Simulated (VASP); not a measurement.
# N (P4_2/mnm) in VASP: single point with r2SCAN

Aim: the single point of N with r2SCAN.

Everything below comes from runs of VASP 6.6.1. Logs are shortened: lines on timing, memory, paths and dates and some standing lists are left out, and cuts for length are marked.

**1. Starting point**

It takes space group P4_2/mnm (No. 136, tetragonal). Conventional cell: a = 4.084 Å, b = 4.084 Å, c = 5.346 Å, α = 90.00°, β = 90.00°, γ = 90.00°. N (site symmetry m2m) has 1 N at 1.11 Å as nearest neighbours.

**2. Single point, r2SCAN**

The input, POSCAR:

```
N
1.0
    4.0840619700      0.0000000000      0.0000000000
    0.0000000000      4.0840619700      0.0000000000
    0.0000000000      0.0000000000      5.3459132500
N
4
Direct
    0.9042752000      0.9042752000      0.0000000000
    0.5957248000      0.4042752000      0.5000000000
    0.0957248000      0.0957248000      0.0000000000
    0.4042752000      0.5957248000      0.5000000000
```

The input, INCAR.step1:

```
SYSTEM = N
PREC     = Accurate       ! precision mode
ENCUT    = 520            ! plane-wave cutoff, eV
ISMEAR   = -5             ! smearing method
SIGMA    = 0.03           ! smearing width, eV
LREAL    = .FALSE.        ! projectors in reciprocal space
LASPH    = .TRUE.         ! aspherical terms in the spheres
NELM     = 100            ! most SCF steps
GGA      = PE             ! functional
ALGO     = Normal         ! electronic algorithm
EDIFF    = 1E-4           ! SCF threshold, eV
LWAVE    = .TRUE.         ! write WAVECAR
LCHARG   = .FALSE.        ! write CHGCAR
```

The input, INCAR.step2:

```
SYSTEM = N
PREC     = Accurate       ! precision mode
ENCUT    = 520            ! plane-wave cutoff, eV
EDIFF    = 1E-6           ! SCF threshold, eV
ISMEAR   = -1             ! smearing method
SIGMA    = 0.03           ! smearing width, eV
LREAL    = .FALSE.        ! projectors in reciprocal space
LASPH    = .TRUE.         ! aspherical terms in the spheres
NELM     = 100            ! most SCF steps
ALGO     = Normal         ! electronic algorithm
ISIF     = 2              ! what is computed and relaxed
LWAVE    = .FALSE.        ! write WAVECAR
LCHARG   = .FALSE.        ! write CHGCAR
METAGGA  = R2SCAN         ! meta-GGA
LMIXTAU  = .TRUE.       
LORBIT   = 11             ! projections on sites
ISTART   = 1
```

The input, KPOINTS:

```
Automatic mesh
0
G
  7 7 5
  0 0 0
```

Potentials or basis: VASP PAW PBE potentials, release 64 (N).

The run is started by

```console
cat potpaw_PBE.64/N/POTCAR > POTCAR
cp INCAR.step1 INCAR
mpirun -np 1 vasp_std > vasp.out
cp INCAR.step2 INCAR
mpirun -np 1 vasp_std > vasp.out
```

OUTCAR:

```text
SYSTEM = N
   PREC = Accurate
   ENCUT = 520
   EDIFF = 1E-6
   ISMEAR = -1
   LREAL = .FALSE.
   LASPH = .TRUE.
   NELM = 100
   ISIF = 2
   METAGGA = R2SCAN
   LORBIT = 11
   ISTART = 1

 ion  position               nearest neighbor table
   1  0.904  0.904  0.000-   3 1.11
   2  0.596  0.404  0.500-   4 1.11
   3  0.096  0.096  0.000-   1 1.11
   4  0.404  0.596  0.500-   2 1.11

  LATTYP: Found a simple tetragonal cell.
 ALAT       =     4.0840619700
 C/A-ratio  =     1.3089696702

  Lattice vectors:

 A1 = (   4.0840619700,   0.0000000000,   0.0000000000)
 A2 = (   0.0000000000,   4.0840619700,   0.0000000000)
 A3 = (   0.0000000000,   0.0000000000,   5.3459132500)

Analysis of symmetry for initial positions (statically):
=====================================================================
 Subroutine PRICEL returns:
 Original cell was already a primitive cell.

 Routine SETGRP: Setting up the symmetry group for a
 simple tetragonal supercell.

 Subroutine GETGRP returns: Found 16 space group operations
 (whereof  8 operations were pure point group operations)
 out of a pool of 16 trial point group operations.

The static configuration has the point symmetry D_2h.
 The point group associated with its full space group is D_4h.

Analysis of symmetry for dynamics (positions and initial velocities):
=====================================================================
 Subroutine PRICEL returns:
 Original cell was already a primitive cell.

 Routine SETGRP: Setting up the symmetry group for a
 simple tetragonal supercell.

 Subroutine GETGRP returns: Found 16 space group operations
 (whereof  8 operations were pure point group operations)
 out of a pool of 16 trial point group operations.

The dynamic configuration has the point symmetry D_2h.
 The point group associated with its full space group is D_4h.

 Subroutine INISYM returns: Found 16 space group operations
 (whereof  8 operations are pure point group operations),
 and found     1 'primitive' translations

----------------------------------------------------------------------------------------

                                     Primitive cell

  volume of cell :      89.1675

  direct lattice vectors                    reciprocal lattice vectors
     4.084061970  0.000000000  0.000000000     0.244854267  0.000000000  0.000000000
     0.000000000  4.084061970  0.000000000     0.000000000  0.244854267  0.000000000
     0.000000000  0.000000000  5.345913250     0.000000000  0.000000000  0.187058778

  length of vectors
     4.084061970  4.084061970  5.345913250     0.244854267  0.244854267  0.187058778

  position of ions in fractional coordinates (direct lattice)
     0.904275200  0.904275200  0.000000000
     0.595724800  0.404275200  0.500000000
     0.095724800  0.095724800  0.000000000
     0.404275200  0.595724800  0.500000000

  ion indices of the primitive-cell ions
   primitive index   ion index
                 1           1
                 2           2
                 3           3
                 4           4

----------------------------------------------------------------------------------------

 KPOINTS: Automatic mesh

Automatic generation of k-mesh.
 Grid dimensions read from file:
 generate k-points for:    7    7    5

 Generating k-lattice:

  Cartesian coordinates                     Fractional coordinates (reciprocal lattice)
     0.034979181  0.000000000  0.000000000     0.142857143  0.000000000  0.000000000
     0.000000000  0.034979181  0.000000000     0.000000000  0.142857143  0.000000000
     0.000000000  0.000000000  0.037411756     0.000000000  0.000000000  0.200000000

  Length of vectors
     0.034979181  0.034979181  0.037411756

  Shift w.r.t. Gamma in fractional coordinates (k-lattice)
     0.000000000  0.000000000  0.000000000

 Subroutine IBZKPT returns following result:
 ===========================================

 Found     30 irreducible k-points:

 Following reciprocal coordinates:
            Coordinates               Weight
  0.000000  0.000000  0.000000      1.000000
  0.142857  0.000000  0.000000      4.000000
  0.285714  0.000000  0.000000      4.000000
  0.428571  0.000000  0.000000      4.000000
  0.142857  0.142857  0.000000      4.000000
  0.285714  0.142857  0.000000      8.000000
[... 16 lines left out ...]
  0.285714  0.000000  0.400000      8.000000
  0.428571  0.000000  0.400000      8.000000
 [... further k-points ...]
   k-points           NKPTS =     30   k-points in BZ     NKDIM =     30   number of bands    NBANDS=     14
   number of dos      NEDOS =    301   number of ions     NIONS =      4
   total plane-waves  NPLWV =  36000
   dimension x,y,z NGX =    30 NGY =   30 NGZ =   40
   dimension x,y,z NGXF=    60 NGYF=   60 NGZF=   80
   ions per type =               4
   NGX,Y,Z   is equivalent  to a cutoff of  12.21, 12.21, 12.44 a.u.
   NGXF,Y,Z  is equivalent  to a cutoff of  24.42, 24.42, 24.88 a.u.
 SYSTEM =  N
   PREC   = accura    normal or accurate (medium, high low for compatibility)
   ISTART =      1    job   : 0-new  1-cont  2-samecut
   ICHARG =      0    charge: 1-file 2-atom 10-const
   ISPIN  =      1    spin polarized calculation?
   LNONCOLLINEAR =      F non collinear calculations
   LSORBIT =      F    spin-orbit coupling
   LASPH  =      T    aspherical Exc in radial PAW
   ENCUT  =  520.0 eV  38.22 Ry    6.18 a.u.   7.59  7.59  9.94*2*pi/ulx,y,z
   NELM   =    100;   NELMIN=  2; NELMDL=  0     # of ELM steps
   EDIFF  = 0.1E-05   stopping-criterion for ELM
   LREAL  =      F    real-space projection
   EDIFFG = 0.1E-04   stopping-criterion for IOM
   NSW    =      0    number of steps for IOM
   IBRION =     -1    ionic relax: 0-MD 1-quasi-New 2-CG
   NFREE  =      0    steps in history (QN), initial steepest desc. (CG)
   ISIF   =      2    stress and relaxation
   ISYM   =      2    0-nonsym 1-usesym 2-fastsym
   POTIM  = 0.5000    time-step for ionic-motion
   TEBEG  =    0.0;   TEEND  =   0.0 temperature during run
   PSTRESS=    0.0 pullay stress
   NELECT =      20.0000    total number of electrons
   NUPDOWN=      -1.0000    fix difference up-down
   EMIN   =  10.00;   EMAX   =-10.00  energy-range for DOS
   EFERMI =   0.00;   METHOD = LEGACY
   ISMEAR =    -1;   SIGMA  =   0.03  broadening in eV -4-tet -1-fermi 0-gaus
   EFERMI_NEDOS =   21; number of points for ismear=-14 and -15
   IALGO  =     38    algorithm
   IMIX   =      4    mixing-type and parameters
     AMIX     =   0.40;   BMIX     =  1.00
     AMIX_MAG =   1.60;   BMIX_MAG =  1.00
  volume/ion in A,a.u.               =      22.29       150.43
  Fermi-wavevector in a.u.,A,eV,Ry     =   0.994678  1.879669 13.461399  0.989385
  Thomas-Fermi vector in A             =   2.126646
   LORBIT       =     11    0 simple, 1 ext, 2 COOP (PROOUT), +10 PAW based schemes
   METAGGA = R2SCAN    functional components
   LHFCALC =     F    Hartree Fock is set to
   AEXX    =    0.0000 exact exchange contribution
   IVDW    =     0    specifies the selected vdW correction
   LEPSILON=     F    determine dielectric tensor
   LRPA    =     F    only Hartree local field effects (RPA)
 non-spin polarized calculation
  energy-cutoff  :      520.00
  volume of cell :       89.17
 maximum number of plane-waves:      2419
   NGX = 15   NGY = 15   NGZ = 19

 number of electron      20.0000001 magnetization

 Free energy of the ion-electron system (eV)
  ---------------------------------------------------
  ext. energy  EPLUGINS =         0.00000000
  ---------------------------------------------------
  free energy    TOTEN  =       -36.49228968 eV

  energy without entropy =      -36.49228968  energy(sigma->0) =      -36.49228968

 E-fermi :  -6.2515     XC(G=0):  -6.6624

 val. band max:       -6.9764677397   @ k =   0.4286   0.4286   0.4000
 cond. band min:       0.5978286475   @ k =   0.0000   0.0000   0.0000
 fundamental gap:      7.5742963872
 Fermi energy:        -6.2514656999

 k-point     1 :       0.0000    0.0000    0.0000
  band No.  band energies     occupation
      1     -26.2605      2.00000
      2     -26.1963      2.00000
      3     -10.6437      2.00000
      4     -10.6437      2.00000
      5      -8.8601      2.00000
      6      -8.2795      2.00000
      7      -8.2795      2.00000
      8      -8.1817      2.00000
      9      -7.9287      2.00000
     10      -7.1600      2.00000
     11       0.5978      0.00000
     12       1.5055      0.00000
     13       1.8799      0.00000
     14       1.8799      0.00000

 k-point     2 :       0.1429    0.0000    0.0000
  band No.  band energies     occupation
      1     -26.2549      2.00000
      2     -26.1970      2.00000
      3     -10.6892      2.00000
      4     -10.6871      2.00000
      5      -8.8209      2.00000
      6      -8.4003      2.00000
      7      -8.3145      2.00000
      8      -8.2082      2.00000
      9      -7.7419      2.00000
     10      -7.1360      2.00000
     11       0.7489      0.00000
     12       1.5832      0.00000
     13       1.8368      0.00000
     14       1.8434      0.00000
[... 343 lines left out ...]
      1     -26.2267      2.00000
      2     -26.2142      2.00000
      3     -10.7960      2.00000
      4     -10.7944      2.00000
      5      -8.6791      2.00000
      6      -8.6311      2.00000
      7      -8.3223      2.00000
      8      -8.2715      2.00000
      9      -7.3369      2.00000
     10      -7.2222      2.00000
     11       1.2122      0.00000
     12       1.3422      0.00000
     13       1.8138      0.00000
     14       1.8667      0.00000

 k-point    24 :       0.4286    0.0000    0.4000
  band No.  band energies     occupation
      1     -26.2184      2.00000
      2     -26.2140      2.00000
      3     -10.8798      2.00000
      4     -10.8791      2.00000
      5      -8.6403      2.00000
      6      -8.6321      2.00000
      7      -8.3081      2.00000
      8      -8.2802      2.00000
      9      -7.2580      2.00000
     10      -7.2168      2.00000
     11       1.2963      0.00000
     12       1.3230      0.00000
     13       1.9255      0.00000
     14       1.9672      0.00000

 [... further k-points ...]
[... 5 lines left out ...]
  --------------------------------------------------------------------------------------
  -------------------------------------------------------------------------------------
  Total        0.0597267      0.0597267     -0.1270884     -0.0000000      0.0000000      0.0000000
  in kB        1.0731801      1.0731801     -2.2835470     -0.0000000      0.0000000      0.0000000
  external PRESSURE =      -0.0457290 kB  Pullay stress =       0.0000000 kB

 VOLUME and BASIS-vectors are now :
 -----------------------------------------------------------------------------
  energy-cutoff  :      520.00
  volume of cell :       89.17
      direct lattice vectors                 reciprocal lattice vectors
     4.084061970  0.000000000  0.000000000     0.244854267  0.000000000  0.000000000
     0.000000000  4.084061970  0.000000000     0.000000000  0.244854267  0.000000000
     0.000000000  0.000000000  5.345913250     0.000000000  0.000000000  0.187058778

 POSITION                                       TOTAL-FORCE (eV/Angst)
 -----------------------------------------------------------------------------------
      3.69312      3.69312      0.00000        -0.116104     -0.116104     -0.000000
      2.43298      1.65108      2.67296         0.116104     -0.116104     -0.000000
      0.39095      0.39095      0.00000         0.116104      0.116104      0.000000
      1.65108      2.43298      2.67296        -0.116104      0.116104      0.000000
 -----------------------------------------------------------------------------------
    total drift:                               -0.000000     -0.000000      0.000000

  FREE ENERGIE OF THE ION-ELECTRON SYSTEM (eV)
  ---------------------------------------------------
  free  energy   TOTEN  =       -36.4922896835 eV

  energy  without entropy=      -36.4922896834  energy(sigma->0) =      -36.49228968

 total charge

# of ion       s       p       d       tot
------------------------------------------
    1        1.379   2.494   0.000   3.873
    2        1.379   2.494   0.000   3.873
    3        1.379   2.494   0.000   3.873
    4        1.379   2.494   0.000   3.873
--------------------------------------------------
tot          5.516   9.976   0.000  15.492
```

It took 89 s on 1 thread of Intel Xeon Platinum 8259CL at 2.50GHz (Skylake/Cascade Lake), shared host; peak memory 0.19 GiB.

What came out:

| Item | Value |
| --- | --- |
| Free energy | -36.4923 eV |
| Pressure | 0.0 GPa |
| Largest force | 0.164 eV/Å |
| Band gap on the k mesh | 7.57 eV, indirect (least direct gap 7.76 eV) |
| Valence electrons inside the program's atomic spheres | N 3.87 |

Forces in eV/Å, atoms in the order of the input:
```
N   -0.116 -0.116  0.000
N    0.116 -0.116  0.000
N    0.116  0.116  0.000
N   -0.116  0.116  0.000
```

Levels at points of the mesh, in eV from the valence-band top:
```tsv
k point	band 8	band 9	band 10	band 11	band 12	band 13
(0.00, 0.00, 0.00)	-1.21	-0.95	-0.18	7.57	8.48	8.86
```

Caveat: the standard files for N, O and F lose accuracy on very short bonds; the PAW data sets were made with another functional, which shifts forces and pressure a little; an odd mesh through Γ misses points on the zone boundary, where band edges often lie.
